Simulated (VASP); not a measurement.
BeSe, 2 atoms in the cell. Symmetry: F-43m, No. 216, cubic system. The conventional cell has a = 5.283 Å, b = 5.283 Å, c = 5.283 Å, α = 90.00°, β = 90.00°, γ = 90.00°. Be (site symmetry -43m) has 4 Se at 2.29 Å as nearest neighbours. Around Se (site symmetry -43m) lie 4 Be at 2.29 Å.  The cell isn't the ideal one: a relaxed cell with its volume scaled by 1.06.

```yaml
Program: VASP 6.6.1
Task: relaxation of the atoms
Functional: PBE
Potentials_or_basis: VASP PAW PBE potentials, release 64 (Be, Se)
Cutoff: 600 eV
k_mesh: 10 × 10 × 10
Occupations: gaussian, width 0.03 eV
Spin: no spin polarisation
Further_INCAR_settings: ALGO = Normal; EDIFF = 1e-07; IBRION = 2; EDIFFG = -0.01; NSW = 40
```

Potentials or basis: VASP PAW PBE potentials, release 64 (Be, Se).

The run is started by

```console
$ cat potpaw_PBE.64/Be/POTCAR potpaw_PBE.64/Se/POTCAR > POTCAR
$ mpirun -np 1 vasp_std > vasp.out
```

Hardware: 1 thread of Intel(R) Xeon(R) 6975P-C (Granite Rapids) (shared host).

Estimate the wall time of this run.

Wall time 9 s on 1 thread of Intel(R) Xeon(R) 6975P-C (Granite Rapids) (shared host), peak memory 0.17 GiB. Counts: scf iterations 13, k points 47, ion steps 1.
